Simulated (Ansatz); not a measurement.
Here is an Ansatz 0.2.0 calculation.

Contents of input.yaml:

```yaml
crystal:
  lattice:
    - [2.0, 1.1547005384, 8.44]
    - [-2.0, 1.1547005384, 8.44]
    - [0.0, -2.3094010768, 8.44]
  atoms:
    - { symbol: In, position: [0.8886, 0.8886, 0.8886] }
    - { symbol: In, position: [0.0, 0.0, 0.0] }
    - { symbol: Se, position: [0.1719, 0.1719, 0.1719] }
    - { symbol: Se, position: [0.3835, 0.3835, 0.3835] }
hamiltonian:
  xc: lda
  pseudopotentials: { kind: paw }
kpoints:
  mp_grid: { grid: [8, 8, 8] }
  band_path:
    path:
      - [[0.0, 0.0, 0.0], [0.5, 0.0, 0.0], [0.5, 0.1791451724, -0.1791451724]]
      - [[0.8208548276, 0.5, 0.1791451724], [0.5, 0.5, 0.5], [0.0, 0.0, 0.0], [0.3395725862, 0.0, -0.3395725862]]
      - [[0.6604274138, 0.3395725862, 0.0], [0.5, 0.5, 0.0], [0.6604274138, 0.6604274138, 0.1791451724], [0.5, 0.5, 0.5]]
      - [[0.5, 0.0, 0.0], [0.8208548276, 0.3395725862, 0.3395725862]]
    npoints: 14
scf:
  occupations: { method: fermi_dirac, width: 0.05 }
  n_extra_bands: 10
output:
  forces: true
  stress: true
  eigenvalues: true
  fatbands: true
```

Potentials or basis: Ansatz PAW.

Run with:

```sh
$ ansatz run input.yaml --threads 2 --pin off --max-ram 5120MiB --backend cpu --events-out ev --progress --plain --runs-dir out
```

Task: Estimate the largest force.

Result: 0.237 eV/Å.

Task: Estimate the band gap along the path.

Result: 0.22 eV, direct.

Task: Predict the band gap on the k mesh.

Result: 0.22 eV, direct.

Forces on the atoms (eV/Å):
```
In   0.000  0.000  0.237
In   0.000  0.000 -0.220
Se   0.000  0.000  0.061
Se   0.000  0.000 -0.078
```

Caveat: spin-orbit coupling is left out, which moves the levels of the heavy elements; the PAW data sets come from PBE, with cores solved anew for the run's functional, which leaves a small shift of forces and pressure.

**What was measured.**

“The Interaction of Hydrogen with the van der Waals Crystal γ-InSe”, 2020, pmc:7321205 reports, for a bulk crystal of InSe at 300 K: band gap 1.25 eV.

Against the measured gap of InSe, 1.25 eV (300 K; “The Interaction of Hydrogen with the van der Waals Crystal γ-InSe”, 2020, pmc:7321205), the calculated 0.22 eV is off by -1.03 eV. So large a miss can be the level of theory's own, or it may mean another phase, state or a wrong row. Spin-orbit coupling on In, Se is left out. The value is that of LDA, without temperature or zero-point motion. Semilocal functionals fall short of measured gaps as a rule.
